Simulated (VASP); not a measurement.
Crystal: KI.

```
K I
1.0
     0.00000    3.53277    3.53277
     3.53277    0.00000    3.53277
     3.53277    3.53277    0.00000
K I
1 1
Direct
  0.00000 0.00000 0.00000
  0.50000 0.50000 0.50000
```

Base run:

* Program: VASP 6.6.1
* Functional: LDA
* Potentials or basis: VASP PAW LDA potentials, release 64 (K_sv, I)
* Cutoff: 520 eV
* k mesh: 4 × 4 × 4
* Occupations: gaussian, width 0.03 eV
* Spin: no spin polarisation

Its results: band gap on the k mesh 3.61 eV, direct; pressure -1.3 GPa.

Task: The run is repeated on the same cell with these changes: functional from LDA to PBE; potentials or basis from VASP PAW LDA potentials, release 64 (K_sv, I) to VASP PAW PBE potentials, release 64 (K_sv, I). What comes out?

Result: Band gap on the k mesh 3.96 eV, direct; pressure 0.6 GPa.

Caveats: spin-orbit coupling is left out, which moves the levels of the heavy elements.

A k mesh can miss the band edges.

Not every run made on this cell is shown here.
